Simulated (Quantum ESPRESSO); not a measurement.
# Tc under changes of volume

One of the cells (14.830 Å³/atom); the others are scaled copies at fixed shape and fractional positions:

```
CELL_PARAMETERS angstrom
0.00000 1.95000 1.95000
1.95000 0.00000 1.95000
1.95000 1.95000 0.00000
ATOMIC_POSITIONS crystal
Tc 0.00000 0.00000 0.00000
```

This isn't the form of Tc at room conditions, which is hcp.

| Item | Value |
| --- | --- |
| Program | Quantum ESPRESSO 7.5 |
| Functional | PBE |
| Potentials or basis | SSSP 1.3 efficiency PBE |
| Cutoff | 816 eV |
| Density cutoff | 3265 eV |
| k mesh | 12 × 12 × 12 |
| Occupations | fermi-dirac, width 0.05 eV |
| Spin | no spin polarisation |

```csv
volume (Å³/atom),energy over the lowest point (meV/atom),pressure (GPa)
13.940,?,?
14.237,4.84,5.7
14.533,0.00,-0.6
14.830,6.30,-6.3
15.126,22.54,-11.4
15.423,47.70,-15.9
15.720,80.83,-19.9
```

What does the run at 13.940 Å³/atom give?

Energy over the lowest point 22.12 meV/atom; pressure 12.8 GPa.

Worked out: A Birch-Murnaghan fit of order 3 (a polynomial in V^(-2/3)) to the other rows has its minimum at 14.51 Å³/atom with B0 = V·E''(V) = 297 GPa and B' = 4.6. It gives 22.22 meV/atom at 13.940 Å³/atom, against the run's 22.12, and -dE/dV = 13.0 GPa, against 12.8.

Energies are extrapolated to zero smearing.
